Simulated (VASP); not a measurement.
Runs of VASP 6.6.1 on C. It takes space group P6_3/mmc (No. 194, hexagonal). The conventional cell has a = 2.522 Å, b = 2.522 Å, c = 8.237 Å, α = 90.00°, β = 90.00°, γ = 120.00°. Around C (site symmetry 3m) lie 4 C at 1.54 Å. C (site symmetry 3m) is surrounded by 4 C at 1.54 Å. This is a hexagonal form of diamond, not graphite.

```tsv
task	potentials or basis	cell	cutoff (eV)	gap on the mesh (eV)	pressure (GPa)	relaxed volume (Å³/atom)
relaxation of cell and atoms	VASP PAW PBE potentials, release 64 (C_GW)	relaxed	680	(a)	0.0	5.70
relaxation of cell and atoms	VASP PAW PBE potentials, release 64 (C)	relaxed	600	4.53	0.0	5.70
band structure	VASP PAW PBE potentials, release 64 (C_GW)	as given	600	4.41	2.1	-
relaxation of cell and atoms	VASP PAW PBE potentials, release 64 (C)	relaxed	580	4.53	0.0	5.70
band structure	VASP PAW PBE potentials, release 64 (C)	as given	520	4.41	-	-
```

Alike in all rows: level PBE; no spin polarisation; k mesh 12 × 12 × 4; smearing fermi-dirac 0.05 eV.

**Question.** Estimate the missing entries.

**Answer.** (a) 4.54.

A k mesh can miss the band edges.
